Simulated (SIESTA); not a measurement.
# HfC under changes of volume

One of the cells (12.819 Å³/atom); the others are scaled copies at fixed shape and fractional positions:

```
Hf C
1.0
     0.00000    2.34040    2.34040
     2.34040    0.00000    2.34040
     2.34040    2.34040    0.00000
Hf C
1 1
Direct
  0.50000 0.50000 0.50000
  0.00000 0.00000 0.00000
```

```yaml
Program: SIESTA 5.4.2
Functional: PBE
Potentials_or_basis: PseudoDojo 0.4 standard (PBE files)
Basis: DZP (energy shift 0.002 Ry)
Grid_cutoff: 800 Ry
Energy_shift: 0.002 Ry
k_mesh: 10 × 10 × 10
Occupations: fermi-dirac, width 0.05 eV
Spin: no spin polarisation
```

| volume (Å³/atom) | energy over the lowest point (meV/atom) | pressure (GPa) |
| --- | --- | --- |
| 11.814 | 53.63 | 20.1 |
| 12.065 | 27.15 | 13.8 |
| 12.317 | 9.85 | 8.2 |
| 12.819 | 0.00 | -1.6 |
| 13.071 | ? | ? |
| 13.322 | 18.31 | -9.8 |

What does the run at 13.071 Å³/atom give?

Energy over the lowest point 5.93 meV/atom; pressure -5.9 GPa.

Worked out: A Birch-Murnaghan fit of order 3 (a polynomial in V^(-2/3)) to the other rows has its minimum at 12.73 Å³/atom with B0 = V·E''(V) = 234 GPa and B' = 3.7. It gives 5.96 meV/atom at 13.071 Å³/atom, against the run's 5.93, and -dE/dV = -5.9 GPa, against -5.9.

Energies are extrapolated to zero smearing.

Caveats: semicore shells carry a single zeta, which can move pressures by several GPa and volumes by a few percent; the basis of atomic orbitals isn't converged, which shifts pressures, moduli and gaps.
